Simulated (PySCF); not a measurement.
**Which basis set comes closest?**

Molecule: `C(CCC)O`, C$_{4}$H$_{10}$O.

Molfile (atoms numbered from 1):
```
C4H10O
     RDKit          3D

 15 14  0  0  0  0  0  0  0  0999 V2000
   -2.1910    0.0887    0.3687 C   0  0  0  0  0  0  0  0  0  0  0  0
   -0.8612    0.0082   -0.3638 C   0  0  0  0  0  0  0  0  0  0  0  0
    0.3384    0.0074    0.5713 C   0  0  0  0  0  0  0  0  0  0  0  0
    1.6657   -0.0755   -0.1497 C   0  0  0  0  0  0  0  0  0  0  0  0
    2.6952   -0.0533    0.8030 O   0  0  0  0  0  0  0  0  0  0  0  0
   -2.3213   -0.7659    1.0520 H   0  0  0  0  0  0  0  0  0  0  0  0
   -3.0410    0.0887   -0.3306 H   0  0  0  0  0  0  0  0  0  0  0  0
   -2.2573    1.0062    0.9751 H   0  0  0  0  0  0  0  0  0  0  0  0
   -0.7760    0.8547   -1.0686 H   0  0  0  0  0  0  0  0  0  0  0  0
   -0.8393   -0.9031   -0.9879 H   0  0  0  0  0  0  0  0  0  0  0  0
    0.3385    0.9184    1.1944 H   0  0  0  0  0  0  0  0  0  0  0  0
    0.2727   -0.8422    1.2729 H   0  0  0  0  0  0  0  0  0  0  0  0
    1.7477    0.7715   -0.8627 H   0  0  0  0  0  0  0  0  0  0  0  0
    1.6916   -1.0041   -0.7584 H   0  0  0  0  0  0  0  0  0  0  0  0
    3.5372   -0.0996    0.3419 H   0  0  0  0  0  0  0  0  0  0  0  0
  1  2  1  0
  2  3  1  0
  3  4  1  0
  4  5  1  0
  1  6  1  0
  1  7  1  0
  1  8  1  0
  2  9  1  0
  2 10  1  0
  3 11  1  0
  3 12  1  0
  4 13  1  0
  4 14  1  0
  5 15  1  0
M  END
```

Geometry PBE0-D3(BJ)/def2-SVP throughout; GIAO in PySCF, gas phase, one conformer, non-relativistic; equivalent atoms averaged; functional PBE0.

Reference values (measured; solution, not stated per compound (mostly CDCl3 or CCl4); Pretsch, Buehlmann, Badertscher, Structure Determination of Organic Compounds, 4th ed. (2009)): δ(H13/H14) = 3.64 ppm, δ(H11/H12) = 1.56 ppm, δ(H9/H10) = 1.39 ppm, δ(H6/H7/H8) = 0.94 ppm. Computed shifts are taken against TMS, calculated as an isolated molecule at each level.

Q: How do the basis sets STO-3G, 6-31G, pcSseg-0, 6-31G*, def2-SVP, cc-pVDZ, pcSseg-1, 6-311+G(2d,p), aug-cc-pVDZ, def2-TZVP, IGLO-III, cc-pVTZ, pcSseg-2 perform against the reference? Times are CPU seconds on shared hosts with different chips, so compare them loosely.

A: 
```tsv
basis set	functions	H13/H14	H11/H12	H9/H10	H6/H7/H8	mean abs. error H	core-s
STO-3G	35	1.68	1.13	0.67	0.77	0.82	2.1
6-31G	65	3.69	1.90	1.28	1.14	0.17	3.7
pcSseg-0	65	3.71	1.72	1.02	1.19	0.21	3.2
6-31G*	90	3.64	1.67	1.24	1.02	0.08	5.1
def2-SVP	120	3.40	1.38	0.96	0.88	0.23	7.5
cc-pVDZ	120	3.54	1.42	1.06	0.93	0.14	8
pcSseg-1	135	3.62	1.47	1.01	1.04	0.15	7.3
6-311+G(2d,p)	195	3.61	1.52	1.14	0.96	0.09	14
aug-cc-pVDZ	205	3.70	1.57	1.22	1.05	0.09	14
def2-TZVP	215	3.61	1.53	1.18	0.97	0.08	18
IGLO-III	275	3.64	1.53	1.17	0.98	0.07	23
cc-pVTZ	290	3.60	1.50	1.16	0.98	0.09	24
pcSseg-2	320	3.60	1.54	1.17	0.99	0.08	32
```

For $^{1}$H the closest is IGLO-III (0.07 ppm, with def2-TZVP, pcSseg-2, 6-31G*, 6-311+G(2d,p), aug-cc-pVDZ, cc-pVTZ practically level) and the furthest STO-3G (0.82 ppm). Where a smaller basis beats a larger one, errors probably cancel; the largest sets show where the functional converges. One molecule is a small sample, and vibrational and solvent effects are absent from the calculation.

A small basis that lands close on one nucleus may do so by chance; judge by the trend and by all nuclei.
